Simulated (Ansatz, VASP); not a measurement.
## Two plane-wave programs on Sr

File INCAR:

```
SYSTEM = Sr
  PREC = Accurate
  ENCUT = 520
  EDIFF = 1E-6
  ISMEAR = 1
  SIGMA = 1.0
  LREAL = .FALSE.
  LASPH = .TRUE.
  NELM = 100
  ALGO = Normal
  ISIF = 2
  LWAVE = .FALSE.
  LCHARG = .TRUE.
  GGA = PE
  LELF = .TRUE.
  LVHAR = .TRUE.
  NBANDS = 11
```

File KPOINTS:

```
Automatic mesh
0
G
  9 9 9
  0 0 0
```

The input POSCAR:

```
Sr
1.0
    0.0000000000      3.0191365063      3.0191365063
    3.0191365063      0.0000000000      3.0191365063
    3.0191365063      3.0191365063      0.0000000000
Sr
1
Direct
    0.0000000000      0.0000000000      0.0000000000
```

Input for Ansatz:

```yaml
crystal:
  lattice:
    - [0.0, 3.0191365063, 3.0191365063]
    - [3.0191365063, 0.0, 3.0191365063]
    - [3.0191365063, 3.0191365063, 0.0]
  atoms:
    - { symbol: Sr, position: [0.0, 0.0, 0.0] }
hamiltonian:
  xc: pbe
  pseudopotentials:
    kind: paw
    azcp:
      Sr: "pseudopotentials/Sr.paw.azcp"
basis:
  ecutwfc: 420
  fft_grid_basis: typed
kpoints:
  mp_grid: { grid: [9, 9, 9], shift: [0, 0, 0] }
magnetization:
  spin_polarized: false
scf:
  occupations: { method: methfessel_paxton, width: 1.0 }
  lower_state_search: "off"
output:
  stress: true
```

Alike in both runs: task single point; functional PBE; k mesh 9 × 9 × 9; occupations methfessel-paxton of order 1, width 1 eV; no spin polarisation.

|  | VASP | Ansatz |
| --- | --- | --- |
| version | VASP 6.6.1 | Ansatz 0.2.0 |
| potentials or method | VASP PAW PBE potentials, release 64 (Sr_sv) | plane waves (420 eV) with PAW, scalar-relativistic |
| plane-wave cutoff (eV) | 520 | 420 |
| valence electrons in the cell | 10 | 10 |

```csv
,VASP,Ansatz,Ansatz less VASP
pressure (GPa),0.0,0.0,-0.01
```
